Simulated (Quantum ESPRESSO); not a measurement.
# Pressure shift of the zone-centre T2 mode in zinc-blende AlN from −4 to +20 GPa, LDA linear response

In zinc-blende AlN every Al atom is bonded to four N atoms and every N atom to four Al atoms, through short, strongly polar bonds. The T2 mode moves the two sublattices against each other, so its frequency responds directly to the length of those bonds. This makes it useful as an optical gauge of stress in nitride layers, provided that the shift per GPa is known and that we know how far one coefficient can be carried. We follow the mode in LDA linear response on cells relaxed at each pressure. Shifts are counted from the nearly stress-free cell at +0.02 GPa, with compression positive. The frequencies are harmonic and belong to the static lattice, without the LO-TO term, so they describe the transverse mode.

## Set-up

One crystal, AlN (zinc-blende) (from the Materials Project, whose computed structures hold known and hypothetical phases; not the structure at ambient conditions), relaxed in cell and atoms at each target pressure, inside its symmetry. Program: Quantum ESPRESSO 7.5, plane waves, LDA, PseudoDojo norm-conserving potentials, scalar-relativistic, no spin-orbit coupling, no spin; linear response at the zone centre. Plane-wave runs: cutoff 1252 eV; k meshes with a least product of divisions and cell-vector length from 23 to 25 Å; fixed occupations.

Notes on method and selection:

- Harmonic values at the static lattice; measured values carry thermal expansion and anharmonic shifts at their temperature.
- Modes are followed by symmetry label and rank. Negative pressure is tension; other phases that would form under pressure are ignored.
- dω/dP = γω₀/B₀, with γ the mode Grüneisen parameter and B₀ = −V dP/dV the bulk modulus; the rows are a series in volume.
- Semilocal functionals put Kohn-Sham gaps below measured gaps and, as a rule, ε∞ above measured values.
- Runs that did not converge, have known faults or may not be shown are not listed, and runs on Ansatz's PAW sets soft_1 and soft_2 are kept to separate tables.

Columns:

- pressure (GPa): hydrostatic pressure of the static lattice, compression positive.
- Kohn-Sham gap (eV): Kohn-Sham gap, lowest empty minus highest filled level on the k mesh.
- T2 mode (cm⁻¹): zone-centre mode T2, no LO-TO term, no sum rule.
- volume per atom (Å³): volume per atom of the relaxed cell.

Input lines of one member:

```
phonons
&inputph
   prefix = 'x'
   outdir = './tmp'
   fildyn = 'g.dyn'
   tr2_ph = 1.0d-18
   epsil = .true.
/
0.000000000000 0.000000000000 0.000000000000
```

Command (options for logging and memory left out): `OMP_NUM_THREADS=1 mpirun -n 4 ph.x -nk 4 -in ph.in > ph.out`

## Numbers

```
member      pressure (GPa)  Kohn-Sham gap (eV)  T2 mode (cm⁻¹)  volume per atom (Å³)
−3.98 GPa   −3.98           3.26                650.8           10.37
+0.02 GPa   0.02            3.27                669.5           10.17
+4.02 GPa   4.02            3.28                687.2           9.98
+8.02 GPa   8.02            ?                   ?               ?
+12.03 GPa  12.03           3.29                720.0           9.66
+16.03 GPa  16.03           3.30                735.3           9.51
+20.03 GPa  20.03           3.31                750.0           9.37
```

Cells marked ? are withheld until the estimate has been made.

Least-squares fits to the members shown, with x = pressure (GPa); R² and errors in the fitted variable (y, or ln y where the fit is in ln y):

```
y                     members  fit                      R²    rms residual  leave-one-out rms  the same for the mean of the others
T2 mode (cm⁻¹)        6        y = 669.0 + 4.123 x      1.00  1.3           2.2                43
volume per atom (Å³)  6        y = 10.176 − 0.041406 x  1.00  0.021         0.035              0.43
```

## The trend and its physics

Around zero pressure the mode rises by (687.2 − 650.8) / (4.02 + 3.98) = 4.55 cm⁻¹ per GPa. Between +12.03 and +20.03 GPa the rise is only (750.0 − 720.0) / (20.03 − 12.03) = 3.75 cm⁻¹ per GPa. The slope between neighbouring shown rows falls at every step, so the line bends gradually over the whole series and has no kink at a particular pressure. The fitted 4.123 cm⁻¹ per GPa is an average over the range and is too small for a layer near zero stress.

The frequency rises because compression shortens the Al–N bonds and stiffens them against the opposed motion of the two sublattices, while the masses stay the same. The bend follows from dω/dP = γω/B, where γ is the mode Grüneisen parameter and B = −V dP/dV is the bulk modulus at the pressure considered. From the volumes, B is about 10.17 × 8.00 / (10.37 − 9.98) = 209 GPa around zero pressure and 9.51 × 8.00 / (9.66 − 9.37) = 262 GPa around +16 GPa. The crystal becomes harder to compress, so each further GPa shortens the bonds by less.

The frequency in the numerator grows too, but only by a factor of 735.3 / 669.5 = 1.10, against 262 / 209 = 1.25 for B. With γ = −Δln ω / Δln V we find about 1.4 around zero pressure and 1.3 at the upper end, a difference that rounding of the volumes could largely produce. The growth of the bulk modulus is therefore the main cause of the bend.

For stress readings, the coefficient near zero applies to small hydrostatic loads. A film under biaxial stress needs a different coefficient, because its cubic symmetry is broken and the T2 mode splits.

## An estimate before looking

Plain estimates from the members shown:

- +8.02 GPa, fit at x = 8.02: 702.1 cm⁻¹
- +8.02 GPa, straight-line interpolation between +4.02 GPa and +12.03 GPa: w = (8.02 − 4.02) / (12.03 − 4.02) = 0.499, so 687.2 + 0.499 × (720.0 − 687.2) = 703.6 cm⁻¹

The straight-line fit gives 702.1 cm⁻¹ at +8.02 GPa, which is too low: the shown rows at +4.02 and +12.03 GPa both lie above that line, as they must when the slope falls with pressure. Interpolation between these two neighbours gives 703.6 cm⁻¹ and is the better start, but a chord also runs below a curve that bends this way.

We take the missing curvature from the intervals on either side. Their slopes are (687.2 − 669.5) / 4.00 = 4.425 and (735.3 − 720.0) / 4.00 = 3.825 cm⁻¹ per GPa, with midpoints (12.03 + 16.03) / 2 − (0.02 + 4.02) / 2 = 12.01 GPa apart. The slope thus changes by (3.825 − 4.425) / 12.01 = −0.050 cm⁻¹ per GPa². Where the slope changes at a constant rate, the curve lies above its chord by half that rate times the distances to the two ends. The correction is therefore 0.5 × 0.050 × (8.02 − 4.02) × (12.03 − 8.02) = 0.4 cm⁻¹, which gives 703.6 + 0.4 = 704.0 cm⁻¹.

The same route can be tried on +4.02 GPa with its own value left out. The chord from +0.02 to +12.03 GPa gives 669.5 + 4.00 × (720.0 − 669.5) / 12.01 = 686.3 cm⁻¹. The outer slopes are (669.5 − 650.8) / 4.00 = 4.675 and again 3.825 cm⁻¹ per GPa, with midpoints (12.03 + 16.03) / 2 − (0.02 − 3.98) / 2 = 16.01 GPa apart, so the slope falls by (4.675 − 3.825) / 16.01 = 0.053 cm⁻¹ per GPa². This adds 0.5 × 0.053 × 4.00 × 8.01 = 0.8 cm⁻¹. The result, 686.3 + 0.8 = 687.1 cm⁻¹, compares with 687.2 cm⁻¹ in the table. A miss of up to 0.1 cm⁻¹ is also the size of the printed rounding, and we take it as the standard deviation.

**Committed estimate, +8.02 GPa: T2 mode = 704.0 ± 0.1 cm⁻¹.**

## Check

```
member     pressure (GPa)  Kohn-Sham gap (eV)  T2 mode (cm⁻¹)  volume per atom (Å³)
+8.02 GPa  8.02            3.29                704.0           9.81
```

```
member     estimate       T2 mode (cm⁻¹)  computed  estimate − computed  miss in error bars
+8.02 GPa  committed      704.0           704.0     0.0                  0.0
+8.02 GPa  fit            702.1           704.0     −1.9
+8.02 GPa  interpolation  703.6           704.0     −0.4
```

The estimate of 704.0 cm⁻¹ agrees with the computed value to the printed digit, so it lies inside its error bar of 0.1 cm⁻¹. Interpolation between the neighbours was 0.4 cm⁻¹ too low and the straight-line fit 1.9 cm⁻¹ too low. The curvature taken from the outer intervals supplied what the chord lacked.

This agreement shows that the curve is smooth, but it does not identify the cause of the bend. The new volume gives a better test of that. From −3.98 to +8.02 GPa the Grüneisen parameter is ln(704.0 / 650.8) / ln(10.37 / 9.81) = 1.42, and from +8.02 to +20.03 GPa it is ln(750.0 / 704.0) / ln(9.81 / 9.37) = 1.38. This small fall is real: it remains when the volumes are taken with more digits than the table prints. By itself it lowers the slope by 1 − 1.38 / 1.42 = 3 %. The slope, however, falls from (704.0 − 650.8) / 12.00 = 4.43 to (750.0 − 704.0) / 12.01 = 3.83 cm⁻¹ per GPa, which is 1 − 3.83 / 4.43 = 14 %. The growing frequency works against the bend, so most of it must come from the crystal becoming harder to compress, and a small part comes from the fall of γ.

We were therefore wrong, before the estimate, to put the difference in γ between zero pressure and the upper end largely down to rounding. Rounding does matter for the bulk modulus of 262 GPa that we gave around +16 GPa. It rests on a volume difference of 9.66 − 9.37 = 0.29 Å³, which can be off by up to 0.01 Å³, or 3 %. The finer volumes give a somewhat higher bulk modulus there, which supports the same main cause.

## Exceptions

Least-squares fits to the whole series, with x = pressure (GPa); R² and errors in the fitted variable (y, or ln y where the fit is in ln y):

```
y                     members  fit                    R²    rms residual  leave-one-out rms  the same for the mean of the others
T2 mode (cm⁻¹)        7        y = 669.3 + 4.123 x    1.00  1.4           2.3                39
volume per atom (Å³)  7        y = 10.17 − 0.04141 x  1.00  0.023         0.036              0.39
```

Largest departures from the fit to the whole series:

```
member      T2 mode (cm⁻¹)  fit    computed − fit  in rms residuals
−3.98 GPa   650.8           652.9  −2.1            1.5
+20.03 GPa  750.0           751.9  −1.9            1.4
+8.02 GPa   704.0           702.4  +1.6            1.2
+4.02 GPa   687.2           685.9  +1.3            1.0
```

No pressure stands out: the largest departure from the straight line is 2.1 cm⁻¹, or 1.5 rms residuals. The signs follow from fitting a line to a curve whose slope falls, with both end rows below the line and +4.02 and +8.02 GPa above it.

## Conclusions

The T2 mode shifts by about 4.5 cm⁻¹ per GPa near zero pressure and by about 3.7 between the last two rows, with a gradual bend and no kink. A parabola through the two end rows and +8.02 GPa describes the whole range. Its slope at +8.02 GPa is (750.0 − 650.8) / 24.01 = 4.13 cm⁻¹ per GPa. The slopes of its two halves, (704.0 − 650.8) / 12.00 = 4.43 and (750.0 − 704.0) / 12.01 = 3.83, give the quadratic coefficient (3.83 − 4.43) / 24.01 = −0.025 cm⁻¹ per GPa². So ω = 704.0 + 4.13 (P − 8.02) − 0.025 (P − 8.02)² (cm⁻¹, P in GPa), which reproduces all seven rows with a typical miss of 0.1 and a largest miss of 0.2 cm⁻¹. The straight line typically misses by 1.4 cm⁻¹, and the mean of the other rows by 39.

For hydrostatic load, a rise of 10 cm⁻¹ from the stress-free frequency corresponds to about 2.2 GPa. Carried further, the coefficient near zero reads too low a pressure: (704.0 − 669.5) / 4.55 = 7.6 GPa for a true rise of 8.00 GPa, and (750.0 − 669.5) / 4.55 = 17.7 GPa for a true rise of 20.01 GPa.

The omitted LO-TO term raises the longitudinal mode above the transverse one, by an amount that can itself change with pressure. The formula therefore must not be applied to an LO line.

[Logs are printed without paths, hosts, clocks, repeated set-up lines and the standing remarks that a program may print on its own settings, such as how far it seeks lower states.]
